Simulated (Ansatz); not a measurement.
Input and command of a plane-wave DFT calculation in Ansatz:

```yaml
crystal:
  lattice:
    - [2.8685970537, 0.0, 0.0]
    - [-1.4342985268, 2.4842779217, 0.0]
    - [0.0, 0.0, 4.6338675686]
  atoms:
    - { symbol: Ti, position: [0.0, 0.0, -0.0182464399] }
    - { symbol: Al, position: [0.3333333333, 0.6666666667, 0.5323703683] }
basis:
  ecutwfc: 500
kpoints:
  mp_grid: { grid: [24, 24, 14] }
hamiltonian:
  xc: r2scan
scf:
  occupations: { method: gaussian, width: 0.15 }
output:
  forces: true
  stress: true
  eigenvalues: true
```

```bash
ansatz run input.yaml --threads 2 --pin off --max-ram 5120MiB --backend cpu --events-out ev --progress --plain --runs-dir out
```

Processor: Intel(R) Xeon(R) Platinum 8259CL CPU @ 2.50GHz (Skylake/Cascade Lake), 2 threads, on a host shared with other jobs.

Question: How long does it run, and how much memory does it take?

Answer: About 27 s on 2 threads of Intel(R) Xeon(R) Platinum 8259CL CPU @ 2.50GHz (Skylake/Cascade Lake), with other jobs on the host, peak memory 0.85 GiB. It solves 12 bands at 776 k points (the mesh reduced by symmetry) with about 833 plane waves, in 7 SCF iterations.
